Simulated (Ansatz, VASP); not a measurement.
# One calculation of InP, two programs

```
In P
1.0
     0.00000    2.93050    2.93050
     2.93050    0.00000    2.93050
     2.93050    2.93050    0.00000
In P
1 1
Direct
  0.00000 0.00000 0.00000
  0.75000 0.75000 0.75000
```

Alike in both runs: task single point; functional PBE; k mesh 8 × 8 × 8; occupations gaussian, width 0.012 eV; no spin polarisation.

|  | VASP | Ansatz |
| --- | --- | --- |
| version | VASP 6.6.1 | Ansatz 0.2.0 |
| potentials or method | VASP PAW PBE potentials, release 64 (In_d, P) | Ansatz PAW |
| plane-wave cutoff (eV) | 520 | 420 |
| valence electrons in the cell | 18 | 18 |

Ansatz gave:

| Property | Result |
| --- | --- |
| gap on the k mesh at the Fermi level (eV) | 0.72 |
| least direct gap on the mesh (eV) | 0.72 |
| pressure (GPa) | 3.3 |

Task: Estimate VASP's values.

Result: gap on the k mesh at the Fermi level (eV): 0.71; least direct gap on the mesh (eV): 0.71; pressure (GPa): 3.3.

Caveats: spin-orbit coupling is left out, which moves the levels of the heavy elements. As with any semilocal functional, this PBE gap is likely too small.
